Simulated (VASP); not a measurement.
Runs of VASP 6.6.1 on CdS. Symmetry: Cm, No. 8, monoclinic system. Conventional cell: a = 7.381 Å, b = 4.261 Å, c = 5.804 Å, α = 90.00°, β = 90.00°, γ = 90.00°. Cd (site symmetry m) is surrounded by 1 S at 2.02 Å. S (site symmetry m) is surrounded by 1 Cd at 2.02 Å. The cell comes from a database or a generator and needn't be the stable form of this composition.

```csv
cell,further INCAR settings,gap on the mesh (eV),pressure (GPa),largest force (eV/Å)
"atom 1 (Cd) moved by (-0.450, -0.225) A along y and z",ALGO = Fast; EDIFF = 1e-06; NBANDS = 16,1.10,(c),8.25
"atom 1 (Cd) moved by (+0.450, +0.000) A along y and z",ALGO = Fast; EDIFF = 1e-06; NBANDS = 16,1.47,(a),1.71
"atom 1 (Cd) moved by (-0.450, +0.000) A along y and z",ALGO = Fast; EDIFF = 1e-06; NBANDS = 16,1.08,(b),8.51
"atom 1 (Cd) moved by (-0.450, +0.450) A along y and z",ALGO = Fast; EDIFF = 1e-07; NBANDS = 16,1.19,(d),6.49
```

Alike in all rows: task single point; level PBE+D3(BJ); potentials or basis VASP PAW PBE potentials, release 64 (Cd, S); no spin polarisation; k mesh 9 × 9 × 6; cutoff (eV) 520; smearing gaussian 0.05 eV.

**Question.** Estimate the missing entries.

**Answer.** (a) 2.3; (b) 6.2; (c) 5.9; (d) 3.9.

Caveats: an odd mesh through Γ misses points on the zone boundary, where band edges often lie; forces of over 1 eV/Å show positions far from the minimum, so gaps and moduli don't describe the material at rest.

A k mesh can miss the band edges, and the runs leave out spin-orbit coupling on Cd.
